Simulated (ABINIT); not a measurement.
TaN in ABINIT: convergence with boxcutmin

TaN:

```
CELL_PARAMETERS angstrom
2.93800 0.00000 0.00000
-1.46900 2.54438 0.00000
0.00000 0.00000 2.88300
ATOMIC_POSITIONS crystal
Ta 0.01144 0.00833 0.48326
N 0.65255 0.33881 0.00587
```

The cell isn't the ideal one: atoms moved at random, drawn with an rms of 0.05 Å.

| Item | Value |
| --- | --- |
| Program | ABINIT 10.8.3 (patched build) |
| Task | single point |
| Functional | PBE |
| Potentials or basis | JTH PAW PBE v2.0 |
| Cutoff | 707 eV |
| k mesh | 8 × 8 × 8 |
| Occupations | fermi-dirac, width 0.05 eV |
| Spin | no spin polarisation |

These are the settings of the first run; the series varies boxcutmin, with any setting tied to it.

Hardware: 1 thread of Arm Neoverse V2 (shared host).

```csv
boxcutmin,"energy less the tightest run, at zero smearing (meV/atom)",pressure (GPa),largest force (eV/Å),SCF cycles,CPU time (s),peak memory (GiB)
1.3,-1.35,6.15,1.367,17,64,0.19
1.5,-0.66,6.36,1.378,17,69,0.19
1.7,0.18,6.06,1.368,17,89,0.2
1.85,-0.05,6.12,1.375,18,92,0.2
2,0.00,6.16,1.368,18,110,0.2
2.3,-0.01,6.15,1.369,19,140,0.21
2.7,0.00,6.16,1.369,19,200,0.23
```

Against the tightest run, the energy stays within 1 meV/atom from 1.5 on; the pressure stays within 0.1 GPa from 1.7 on; the largest force stays within 0.005 eV/Å from 2 on. The tightest run that finished is the yardstick and may itself not be fully converged.

Spin-orbit coupling is left out, which matters for the levels of Ta.
